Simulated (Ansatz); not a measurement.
A surface is cut from this relaxed crystal of CuO:

Space group Cccm (No. 66). a = 4.085 Å, b = 4.101 Å, c = 5.092 Å, α = 90.00°, β = 90.00°, γ = 90.00°
```csv
atom,site,symmetry,x,y,z
Cu,4f,..2/m,0.7500,0.2500,0.0000
O,4b,222,0.0000,0.5000,0.2500
```

Miller indices refer to the conventional cell of C2/c (No. 15), a = 4.101 Å, b = 4.085 Å, c = 5.092 Å, α = 90.00°, β = 90.01°, γ = 90.00°.

The (111) slab of 16 planes, 12.6 Å thick with 15 Å of vacuum as cut; outer planes Cu (top) and Cu (bottom).

The calculation used DFT PBEsol, scalar-relativistic, plane waves, PAW (Ansatz 0.2.0). Cutoff 420 eV; k points 13×6×1 on the computed 22-atom cell (Γ-centred); Gaussian smearing, width 0.10 eV; no spin polarisation. The cell repeats along c with a dipole correction in the vacuum.

The slab isn't stoichiometric (Cu6O5), so its surface energy depends on the chemical potentials; it is given with the excess atoms taken from the element's standard state, a limit at which the compound may itself be unstable, so the figure can be too low.

Results for the relaxed slab:

- Surface energy with the excess atoms taken from the elements: 1.93 J/m²
- Work function: 4.81 eV

Relaxation lowers the energy by 0.519 J/m² a face; the largest move is 1.016 Å.

| plane (bottom to top) | atoms | spacing to next, bulk (Å) | relaxed (Å) | change (%) | rumpling (Å) |
| --- | --- | --- | --- | --- | --- |
| 1 | Cu2 | 0.629 | 0.368 | -41.4 | 0.048 |
| 2 | O | 1.258 | 1.438 | +14.3 | 0.000 |
| 3 | O | 0.629 | 0.491 | -21.9 | 0.000 |
| 4 | Cu2 | 0.629 | 0.642 | +2.1 | 0.139 |
| 5 | O | 1.258 | 1.204 | -4.3 | 0.000 |
| 6 | O | 0.629 | 0.657 | +4.5 | 0.000 |
| 7 | Cu2 | 0.629 | 0.629 | 0.0 | 0.022 |
| 8 | O | 1.258 | 1.258 | 0.0 | 0.000 |
| 9 | O | 0.629 | 0.629 | 0.0 | 0.000 |
| 10 | Cu2 | 0.629 | 0.657 | +4.5 | 0.022 |
| 11 | O | 1.258 | 1.204 | -4.3 | 0.000 |
| 12 | O | 0.629 | 0.642 | +2.1 | 0.000 |
| 13 | Cu2 | 0.629 | 0.491 | -21.9 | 0.139 |
| 14 | O | 1.258 | 1.438 | +14.3 | 0.000 |
| 15 | O | 0.629 | 0.368 | -41.4 | 0.000 |
| 16 | Cu2 |  |  |  | 0.048 |

Spin polarisation was left out, and a magnetic state may lie lower.